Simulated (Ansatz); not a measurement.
The system is Ga.

```
CELL_PARAMETERS angstrom
1.38300 -4.02650 0.00000
1.38300 4.02650 0.00000
-0.11745 0.00000 3.32993
ATOMIC_POSITIONS crystal
Ga 0.13100 0.86900 0.75000
Ga 0.86900 0.13100 0.25000
```

This isn't the form of Ga at room conditions, which is orthorhombic.

Base run:

| Item | Value |
| --- | --- |
| Program | Ansatz 0.2.0 |
| Functional | PBEsol |
| Potentials or basis | Ansatz PAW |
| Cutoff | 420 eV |
| Density cutoff | 1680 eV |
| k mesh | 10 × 10 × 8 |
| Occupations | fermi-dirac, width 0.05 eV |
| Spin | no spin polarisation |

Its results: band gap on the k mesh none (metal or under the smearing width); pressure -2.0 GPa; largest force 0.197 eV/Å.

**Question.** The run is repeated on the same cell with these changes: functional from PBEsol to r2SCAN; cutoff from 420 eV to 500 eV; density cutoff from 1680 eV to 2000 eV. What comes out?

**Answer.** Band gap on the k mesh none (metal or under the smearing width); pressure -1.4 GPa; largest force 0.217 eV/Å.

Caveats: the PAW data sets come from PBE, with cores solved anew for the run's functional, which leaves a small shift of forces and pressure.

Not every run made on this cell is shown here.
